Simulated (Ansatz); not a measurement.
The system is Ti.

```
CELL_PARAMETERS angstrom
-1.64100 1.64100 1.64100
1.64100 -1.64100 1.64100
1.64100 1.64100 -1.64100
ATOMIC_POSITIONS crystal
Ti 0.00000 0.00000 0.00000
```

This isn't the form of Ti at room conditions, which is hcp.

| Property | Result |
| --- | --- |
| Program | Ansatz 0.2.0 |
| Task | relaxation of cell and atoms |
| Functional | PBE |
| Dispersion | D3(BJ) |
| Potentials or basis | Ansatz PAW |
| Cutoff | 420 eV (not typed: the program's choice for these potentials) |
| k mesh | 11 × 11 × 11 |
| Occupations | fermi-dirac, width 0.05 eV |
| Spin | no spin polarisation |

At the start: volume 17.68 Å³/atom.

**Question.** How do energy, volume and symmetry change on relaxing?

**Answer.** It ends after 6 steps and the volume is 16.29 Å³/atom (-7.9 %); space group Im-3m (No. 229, to 0.05 Å).

The path:
| step | energy change (eV) | largest force (eV/Å) | volume (Å³) |
| --- | --- | --- | --- |
| 1 | 0.0000 | 0.0000 | 17.68 |
| 2 | -0.0073 | 0.0000 | 15.17 |
| 3 | -0.0372 | 0.0000 | 16.41 |
| 4 | -0.0375 | 0.0000 | 16.30 |
| 5 | -0.0375 | 0.0000 | 16.29 |
| 6 | -0.0373 | 0.0000 | 16.29 |

Final structure:
```yaml
crystal:
  lattice:
    - [-1.59683, 1.59683, 1.59683]
    - [1.59683, -1.59683, 1.59683]
    - [1.59683, 1.59683, -1.59683]
  atoms:
    - { symbol: Ti, position: [0.00000, 0.00000, 0.00000] }
```

Caveat: the plane-wave basis is chosen anew once the cell has moved, so the energies of steps on either side of that aren't comparable.
